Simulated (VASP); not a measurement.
# Si2Mo (I4/mmm) in VASP: a series of runs, part 2 of 2

VASP 6.6.1. Earlier steps stand in the parts before.

## 3. Relaxation of cell and atoms, LDA

This run uses another cell than the first one, of 13.07 Å³/atom, 0.974 times its volume.

INCAR

```
ALGO = Fast
EDIFF = 1E-7
EDIFFG = -0.002
ENCUT = 350
GGA = CA
IBRION = 2
ISIF = 3
ISMEAR = 0
LASPH = T
LCHARG = F
LREAL = F
LWAVE = F
NELM = 80
NSW = 80
PREC = Accurate
SIGMA = 0.1
```

KPOINTS

```
k-points
0
Gamma
  10 10 10
```

POSCAR

```
Si2Mo                                   
1.0
   -1.5875893312      1.5875893312      3.8886536427
    1.5875893312     -1.5875893312      3.8886536427
    1.5875893312      1.5875893312     -3.8886536427
  Si              Mo            
     2     1
Direct
     0.3353286071261753    0.3353286071261753    1.0000000000000000
     0.6646713928738245    0.6646713928738245    0.0000000000000000
     0.0000000000000000    0.0000000000000000    0.0000000000000000
```

Potentials or basis: VASP PAW LDA potentials, release 64 (Si, Mo_sv).

Started as:

```sh
> cat potpaw_LDA.64/Si/POTCAR potpaw_LDA.64/Mo_sv/POTCAR > POTCAR
> mpirun -np 1 vasp_std > vasp.out
```

OUTCAR:

```text
EDIFF = 1E-7
   EDIFFG = -0.002
   ENCUT = 350
   GGA = CA
   IBRION = 2
   ISIF = 3
   ISMEAR = 0
   LASPH = T
   LREAL = F
   NELM = 80
   NSW = 80
   PREC = Accurate

 ion  position               nearest neighbor table
   1  0.335  0.335  0.000-   2 2.56   3 2.58   3 2.58   3 2.58   3 2.58   3 2.61   2 2.61   2 2.61
                             2 2.61   2 2.61
   2  0.665  0.665  0.000-   1 2.56   3 2.58   3 2.58   3 2.58   3 2.58   3 2.61   1 2.61   1 2.61
                             1 2.61   1 2.61
   3  0.000  0.000  0.000-   2 2.58   2 2.58   2 2.58   1 2.58   2 2.58   1 2.58   1 2.58   1 2.58
                             1 2.61   2 2.61

  LATTYP: Found a body centered tetragonal cell.
 ALAT       =     3.1751786624
 C/A-ratio  =     2.4494077696

  Lattice vectors:

 A1 = (  -1.5875893312,   1.5875893312,   3.8886536427)
 A2 = (   1.5875893312,  -1.5875893312,   3.8886536427)
 A3 = (   1.5875893312,   1.5875893312,  -3.8886536427)

Analysis of symmetry for initial positions (statically):
=====================================================================
 Subroutine PRICEL returns:
 Original cell was already a primitive cell.

 Routine SETGRP: Setting up the symmetry group for a
 body centered tetragonal supercell.

 Subroutine GETGRP returns: Found 16 space group operations
 (whereof 16 operations were pure point group operations)
 out of a pool of 16 trial point group operations.

The static configuration has the point symmetry D_4h.

Analysis of symmetry for dynamics (positions and initial velocities):
=====================================================================
 Subroutine PRICEL returns:
 Original cell was already a primitive cell.

 Routine SETGRP: Setting up the symmetry group for a
 body centered tetragonal supercell.

 Subroutine GETGRP returns: Found 16 space group operations
 (whereof 16 operations were pure point group operations)
 out of a pool of 16 trial point group operations.

The dynamic configuration has the point symmetry D_4h.

 Subroutine INISYM returns: Found 16 space group operations
 (whereof 16 operations are pure point group operations),
 and found     1 'primitive' translations

----------------------------------------------------------------------------------------

                                     Primitive cell

  volume of cell :      39.2045

  direct lattice vectors                    reciprocal lattice vectors
    -1.587589331  1.587589331  3.888653643     0.000000000  0.314942908  0.128579207
     1.587589331 -1.587589331  3.888653643     0.314942908  0.000000000  0.128579207
     1.587589331  1.587589331 -3.888653643     0.314942908  0.314942908  0.000000000

  length of vectors
     4.490268023  4.490268023  4.490268023     0.340178846  0.340178846  0.445396531

  position of ions in fractional coordinates (direct lattice)
     0.335328607  0.335328607  0.000000000
     0.664671393  0.664671393  0.000000000
     0.000000000  0.000000000  0.000000000

  ion indices of the primitive-cell ions
   primitive index   ion index
                 1           1
                 2           2
                 3           3

----------------------------------------------------------------------------------------

 KPOINTS: k-points

[... 55 lines left out ...]
   NGX,Y,Z   is equivalent  to a cutoff of  10.37, 10.37, 10.37 a.u.
   NGXF,Y,Z  is equivalent  to a cutoff of  20.73, 20.73, 20.73 a.u.
 SYSTEM =  unknown system
   PREC   = accura    normal or accurate (medium, high low for compatibility)
   ISTART =      0    job   : 0-new  1-cont  2-samecut
   ICHARG =      2    charge: 1-file 2-atom 10-const
   ISPIN  =      1    spin polarized calculation?
   LNONCOLLINEAR =      F non collinear calculations
   LSORBIT =      F    spin-orbit coupling
   LASPH  =      T    aspherical Exc in radial PAW
   ENCUT  =  350.0 eV  25.72 Ry    5.07 a.u.   6.85  6.85  6.85*2*pi/ulx,y,z
   NELM   =     80;   NELMIN=  2; NELMDL= -5     # of ELM steps
   EDIFF  = 0.1E-06   stopping-criterion for ELM
   LREAL  =      F    real-space projection
   EDIFFG = -.2E-02   stopping-criterion for IOM
   NSW    =     80    number of steps for IOM
   IBRION =      2    ionic relax: 0-MD 1-quasi-New 2-CG
   NFREE  =      1    steps in history (QN), initial steepest desc. (CG)
   ISIF   =      3    stress and relaxation
   ISYM   =      2    0-nonsym 1-usesym 2-fastsym
   POTIM  = 0.5000    time-step for ionic-motion
   TEBEG  =    0.0;   TEEND  =   0.0 temperature during run
   PSTRESS=    0.0 pullay stress
   NELECT =      22.0000    total number of electrons
   NUPDOWN=      -1.0000    fix difference up-down
   EMIN   =  10.00;   EMAX   =-10.00  energy-range for DOS
   EFERMI =   0.00;   METHOD = LEGACY
   ISMEAR =     0;   SIGMA  =   0.10  broadening in eV -4-tet -1-fermi 0-gaus
   EFERMI_NEDOS =   21; number of points for ismear=-14 and -15
   IALGO  =     68    algorithm
   IMIX   =      4    mixing-type and parameters
     AMIX     =   0.40;   BMIX     =  1.00
     AMIX_MAG =   1.60;   BMIX_MAG =  1.00
  volume/ion in A,a.u.               =      13.07        88.19
  Fermi-wavevector in a.u.,A,eV,Ry     =   1.350322  2.551738 24.808431  1.823368
  Thomas-Fermi vector in A             =   2.477836
   LORBIT       =      0    0 simple, 1 ext, 2 COOP (PROOUT), +10 PAW based schemes
   GGA     = CA    functional components
   LHFCALC =     F    Hartree Fock is set to
   AEXX    =    0.0000 exact exchange contribution
   IVDW    =     0    specifies the selected vdW correction
   LEPSILON=     F    determine dielectric tensor
   LRPA    =     F    only Hartree local field effects (RPA)
 conjugate gradient relaxation of ions
 non-spin polarized calculation
 RMM-DIIS sequential band-by-band and
 Gauss-broadening in eV      SIGMA  =   0.10
  energy-cutoff  :      350.00
  volume of cell :       39.20
 maximum number of plane-waves:       602
   NGX = 13   NGY = 13   NGZ = 13

 number of electron      22.0000000 magnetization

 Free energy of the ion-electron system (eV)
  ---------------------------------------------------
  ext. energy  EPLUGINS =         0.00000000
  ---------------------------------------------------
  free energy    TOTEN  =       -25.81234088 eV

  energy without entropy =      -25.81068916  energy(sigma->0) =      -25.81151502

 E-fermi :  12.5330     XC(G=0): -12.6745

 val. band max:       12.4820090753   @ k =  -0.2000  -0.3000   0.2000
 cond. band min:      12.5813884543   @ k =   0.5000   0.5000   0.3000
 fundamental gap:      0.0993793790
 Fermi energy:        12.5329922443

 k-point     1 :       0.0000    0.0000    0.0000
  band No.  band energies     occupation
      1     -47.7356      2.00000
      2     -22.1076      2.00000
      3     -22.0098      2.00000
      4     -22.0098      2.00000
      5      -0.9725      2.00000
      6       6.0511      2.00000
      7       9.2243      2.00000
      8       9.3820      2.00000
      9       9.9097      2.00000
     10       9.9097      2.00000
     11      12.9719      0.00000
     12      15.7740      0.00000
     13      15.8723      0.00000
     14      16.1613      0.00000
[... 401 lines left out ...]
      2     -22.2424      2.00000
      3     -22.1642      2.00000
      4     -22.0699      2.00000
      5       3.1322      2.00000
      6       4.1919      2.00000
      7       6.7876      2.00000
      8       8.6620      2.00000
      9       9.5494      2.00000
     10      10.2952      2.00000
     11      10.6516      2.00000
     12      13.1557      0.00000
     13      14.1047      0.00000
     14      16.0330      0.00000
     15      17.6539      0.00000

 [... further k-points ...]

------------------------ aborting loop because EDIFF is reached ----------------------------------------

  FORCE on cell =-STRESS in cart. coord.  units (eV):
  Direction    XX          YY          ZZ          XY          YZ          ZX
  --------------------------------------------------------------------------------------
  -------------------------------------------------------------------------------------
  Total       -0.0040201     -0.0040201     -0.0047935      0.0000000     -0.0000000      0.0000000
  in kB       -0.1642888     -0.1642888     -0.1958951      0.0000000     -0.0000000      0.0000000
  external PRESSURE =      -0.1748242 kB  Pullay stress =       0.0000000 kB

 VOLUME and BASIS-vectors are now :
 -----------------------------------------------------------------------------
  energy-cutoff  :      350.00
  volume of cell :       39.20
      direct lattice vectors                 reciprocal lattice vectors
    -1.587589331  1.587589331  3.888653643     0.000000000  0.314942908  0.128579207
     1.587589331 -1.587589331  3.888653643     0.314942908  0.000000000  0.128579207
     1.587589331  1.587589331 -3.888653643     0.314942908  0.314942908  0.000000000

 POSITION                                       TOTAL-FORCE (eV/Angst)
 -----------------------------------------------------------------------------------
      0.00000      0.00000      2.60795        -0.000000     -0.000000      0.000452
      0.00000      0.00000      5.16935         0.000000      0.000000     -0.000452
      0.00000      0.00000      0.00000        -0.000000     -0.000000      0.000000
 -----------------------------------------------------------------------------------
    total drift:                                0.000000      0.000000     -0.000000

  FREE ENERGIE OF THE ION-ELECTRON SYSTEM (eV)
  ---------------------------------------------------
  free  energy   TOTEN  =       -25.8123408785 eV

  energy  without entropy=      -25.8106891627  energy(sigma->0) =      -25.81151502

 reached required accuracy - stopping structural energy minimisation
```

Wall time 50 s (1 thread of Intel Xeon Platinum 8259CL at 2.50GHz (Skylake/Cascade Lake), shared host); peak memory 0.16 GiB.

What came out:

```yaml
Free_energy: -25.8123 eV
Pressure_after_relaxing: 0.0 GPa
Band_gap_on_the_k_mesh: none (metal or under the smearing width)
```

Final structure:
```
Si Mo
1.0
    -1.58759    1.58759    3.88865
     1.58759   -1.58759    3.88865
     1.58759    1.58759   -3.88865
Si Mo
2 1
Direct
  0.33533 0.33533 0.00000
  0.66467 0.66467 0.00000
  0.00000 0.00000 0.00000
```

Caveat: the relaxation stopped at its first step, so nothing moved.
